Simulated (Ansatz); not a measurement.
What spin–orbit coupling does to the bands of CdSe

```
CELL_PARAMETERS angstrom
0.00000 2.87396 2.87396
2.87396 0.00000 2.87396
2.87396 2.87396 0.00000
ATOMIC_POSITIONS crystal
Cd 0.00000 0.00000 0.00000
Se 0.50000 0.50000 0.50000
```

Atoms are numbered in the order listed.

Structure from Materials Project entry mp-1055 (possibly hypothetical), not relaxed further.

Methods: DFT, PBEsol, all-electron LAPW, scalar-relativistic (Ansatz 0.2.0); DFT, PBEsol, all-electron LAPW, Dirac equation with spin-orbit coupling (Ansatz 0.2.0).

The runs use a Γ-centred 11×11×11 k mesh, Fermi–Dirac smearing of 0.05 eV, basis error target 0.5 meV/atom, no spin polarisation.

Levels between -4 and 3 eV, each run counted from its own valence-band top where it has a gap, else its Fermi level. Scalar levels are listed once for both spins; with the coupling every spinor state is counted. Levels near the edges of the range can cross them.

**Question.** At Γ (0.000, 0.000, 0.000) the scalar-relativistic levels are -0.67 (×3), -0.07. What are they with spin–orbit coupling?

**Answer.** -0.99 (×2), -0.54 (×4), -0.08 (×2).

**Question.** At L (0.500, 0.500, 0.500) the scalar-relativistic levels are -0.08 (×2), 2.85. What are they with spin–orbit coupling?

**Answer.** -0.22 (×2), 0.01 (×2), 2.82 (×2).
